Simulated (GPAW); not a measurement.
# RbBr (Fm-3m): G0W0 on several meshes in GPAW

How does the mesh move the gap of RbBr (Fm-3m)?

Program: GPAW 26.7.0. Level of theory: PBE and many-body steps on it, plane waves. Results are calculated unless marked as measured.

This is a report of a sequence of runs, with most program output left out.

The database entry behind the starting cell differs from later determinations by our own check (about 0.5 % short), so it need not match the best structure at ambient conditions.

## Step 1: The structure

It takes space group Fm-3m (No. 225, cubic). Conventional cell: a = 6.854 Å, b = 6.854 Å, c = 6.854 Å, α = 90.00°, β = 90.00°, γ = 90.00°. Nearest to Rb lie 6 Br at 3.43 Å. Br has 6 Rb at 3.43 Å nearest. Farther neighbours and most contacts between anions are not listed.

Coordinates:

```xyz
2
Lattice="0.0000 3.4270 3.4270 3.4270 0.0000 3.4270 3.4270 3.4270 0.0000" Properties=species:S:1:pos:R:3 pbc="T T T"
Rb    0.0000    0.0000    0.0000
Br    3.4270    3.4270    3.4270
```

The cell and positions come from the Crystallography Open Database and are kept as given unless a step says otherwise.

## Step 2: Empty states on the mesh, 4×4×4 mesh, 1206 bands

This step: GPAW 26.7.0; DFT, PBE, plane waves, PAW.

The sums over transitions need many empty states on a uniform mesh; this step solves for them.

Input file run.py:

```python
import json
import numpy as np
from gpaw.mpi import world
from gpaw import GPAW

calc = GPAW('gs.gpw').fixed_density(kpts={'size': (4, 4, 4), 'gamma': True},
    parallel={'domain': 1, 'band': 1},
    txt='nscf.txt')
calc.diagonalize_full_hamiltonian(nbands=1206)
calc.write('full.gpw', mode='all')
res = {}
kpts = calc.get_ibz_k_points()
res['kpts'] = kpts
res['eigenvalues'] = [calc.get_eigenvalues(kpt=k) for k in range(len(kpts))]
res['n_electrons'] = calc.get_number_of_electrons()

if world.rank == 0:
    with open('result.json', 'w') as f:
        json.dump(res, f, default=lambda x: x.tolist())
```

Launch:

```sh
$ mpirun -n 8 gpaw python run.py
```

Run time: 10 s. Hardware: 8 MPI ranks of Arm Neoverse V2, shared host; peak memory 3 GiB; 81 s of CPU time.

This step gave:

```
gap                                                           : 4.368 eV
k of the valence top                                          : 0, 0, 0
k of the conduction bottom                                    : 0, 0, 0
least direct gap                                              : 4.368 eV
k points computed                                             : 8
lowest point of the top converged band, above the valence top : 340.8849 eV
```

On this mesh the gap is 4.368 eV.

## Step 3: 4×4×4

Now the one-shot GW correction: screening in the RPA, then the self-energy of the levels asked for.

This step: G0W0 on PBE, plane waves, PAW.

Input file run.py:

```python
import json
import numpy as np
from gpaw.mpi import world
from gpaw.response.g0w0 import G0W0

gw = G0W0('full.gpw',
    filename='gw',
    kpts=[0],
    bands=(6, 10),
    ecut=105,
    nbands=196,
    integrate_gamma='WS',
    ppa=True)
gw.calculate()
res = {mode: {k: v for k, v in r.items() if k != 'sigma_eskwn'}
       for mode, r in gw.all_results.items()}

if world.rank == 0:
    with open('result.json', 'w') as f:
        json.dump(res, f, default=lambda x: x.tolist())
```

Launch:

```sh
$ mpirun -n 8 gpaw python run.py
```

The job ended after 32 s (8 MPI ranks; peak memory 2.3 GiB; 4.3 min of CPU time).

This step gave:

| Property | Result |
| --- | --- |
| G0W0 gap on the points computed | 6.770 eV |
| least direct G0W0 gap on the computed points | 6.770 eV |
| Z at the valence top | 0.8214 |
| Z at the conduction bottom | 0.8757 |
| starting gap on the mesh | 4.368 eV |
| k of the valence top | 0, 0, 0 |
| k of the conduction bottom | 0, 0, 0 |

The gap on the mesh goes from 4.37 eV to 6.77 eV, a correction of +2.40 eV.

## Step 4: Empty states on the mesh, 6×6×6 mesh, 206 bands

This step: DFT, PBE, plane waves, PAW.

Input file run.py:

```python
import json
import numpy as np
from gpaw.mpi import world
from gpaw import GPAW

calc = GPAW('gs.gpw').fixed_density(kpts={'size': (6, 6, 6), 'gamma': True},
    parallel={'domain': 1, 'band': 1},
    txt='nscf.txt')
calc.diagonalize_full_hamiltonian(nbands=206)
calc.write('full.gpw', mode='all')
res = {}
kpts = calc.get_ibz_k_points()
res['kpts'] = kpts
res['eigenvalues'] = [calc.get_eigenvalues(kpt=k) for k in range(len(kpts))]
res['n_electrons'] = calc.get_number_of_electrons()

if world.rank == 0:
    with open('result.json', 'w') as f:
        json.dump(res, f, default=lambda x: x.tolist())
```

Launch:

```sh
$ mpirun -n 8 gpaw python run.py
```

Wall time 15 s (8 MPI ranks); peak memory 3.1 GiB; 1.9 min of CPU time.

Numbers from this step:

| Quantity | Value |
| --- | --- |
| gap | 4.368 eV |
| k of the valence top | 0, 0, 0 |
| k of the conduction bottom | 0, 0, 0 |
| least direct gap | 4.368 eV |
| k points computed | 16 |
| lowest point of the top converged band, above the valence top | 101.8870 eV |

On this mesh the gap is 4.368 eV.

## Step 5: 6×6×6

This step: G0W0 on PBE, plane waves, PAW.

Input file run.py:

```python
import json
import numpy as np
from gpaw.mpi import world
from gpaw.response.g0w0 import G0W0

gw = G0W0('full.gpw',
    filename='gw',
    kpts=[0],
    bands=(6, 10),
    ecut=105,
    nbands=196,
    integrate_gamma='WS',
    ppa=True)
gw.calculate()
res = {mode: {k: v for k, v in r.items() if k != 'sigma_eskwn'}
       for mode, r in gw.all_results.items()}

if world.rank == 0:
    with open('result.json', 'w') as f:
        json.dump(res, f, default=lambda x: x.tolist())
```

Launch:

```sh
$ mpirun -n 8 gpaw python run.py
```

It took 2.2 min on 8 MPI ranks; peak memory 2.4 GiB.

Numbers from this step:

```
G0W0 gap on the points computed              : 6.764 eV
least direct G0W0 gap on the computed points : 6.764 eV
Z at the valence top                         : 0.8206
Z at the conduction bottom                   : 0.8759
starting gap on the mesh                     : 4.368 eV
k of the valence top                         : 0, 0, 0
k of the conduction bottom                   : 0, 0, 0
```

Against G0W0 in GPAW (4×4×4 mesh, 196 bands, screening to 105 eV, Godby-Needs plasmon pole), the gap moves by −0.005 eV.

## Step 6: Side by side

Times are wall times on 8 MPI ranks of Arm Neoverse V2, shared host, good to a factor of about two.

```tsv
run	mesh	bands	screening cutoff (eV)	DFT gap (eV)	gap on the mesh (eV)	direct (eV)	time
4×4×4	4×4×4	196	105	4.368	6.770	6.770	32 s
6×6×6	6×6×6	196	105	4.368	6.764	6.764	2.2 min
```

## Step 7: What came out

```yaml
4x4x4: 6.770 eV
6x6x6: 6.764 eV
known_limits: not at the basis limit; no spin-orbit coupling
```

What this shows: 6×6×6: −0.005 eV against 4×4×4. Bands and cutoff are finite, so the gap is not at the basis limit. The miss can reach some tenths of an eV and take either sign; the mesh is an error of its own. These stock PAW sets were not made for GW; the filled d or f shell of Br lies in the frozen core, which bears on start and correction. In the G0W0 runs levels were corrected at 1 k point alone, so a gap called «on the mesh» is the least over those, and an edge elsewhere would be missed. The many-body steps are scalar-relativistic: spin-orbit coupling is not in them.

[Paths, hosts, dates, memory and timing lines, banners, echoed tables and standing remarks are left out of the program output.]

[Logs are printed without paths, hosts, clocks, repeated set-up lines and the standing remarks that a program may print on its own settings, such as how far it seeks lower states.]

[Runs of the session that timed out or met a known fault of the program may be left out.]

[Hosts, paths, dates, database ids (printed as entryN), source tags and the programs' standing remarks are cut or masked in the printed files.]
